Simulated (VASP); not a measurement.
BP:

```
B P
1.0
     0.00000    2.26055    2.26055
     2.26055    0.00000    2.26055
     2.26055    2.26055    0.00000
B P
1 1
Direct
  0.00000 0.00000 0.00000
  0.25000 0.25000 0.25000
```

Program: VASP 6.6.1. Alike in all runs: level PBE; potentials or basis VASP PAW PBE potentials, release 64 (B, P); no spin polarisation; cell as given; cutoff (eV) 520; smearing gaussian 0.03 eV. Hardware: 1 thread of Intel(R) Xeon(R) Platinum 8259CL CPU @ 2.50GHz (Skylake/Cascade Lake), with other jobs on the host.

Question: Order these runs on this cell by their wall time, lowest first.
A. task band structure; k mesh 10 × 10 × 10; further INCAR settings ALGO = Fast; EDIFF = 1e-06
B. task optical spectrum; k mesh 10 × 10 × 10; further INCAR settings ALGO = Fast; EDIFF = 1e-06; NBANDS = 52
C. task dielectric tensor; k mesh 16 × 16 × 16; further INCAR settings ALGO = Fast; EDIFF = 1e-08; monkhorst-Pack mesh yes

Answer: A (17 s), B (35 s), C (1000 s).

Caveats: spectra need much finer meshes, so this one isn't converged (some runs); independent-particle spectra lack excitons (some runs).
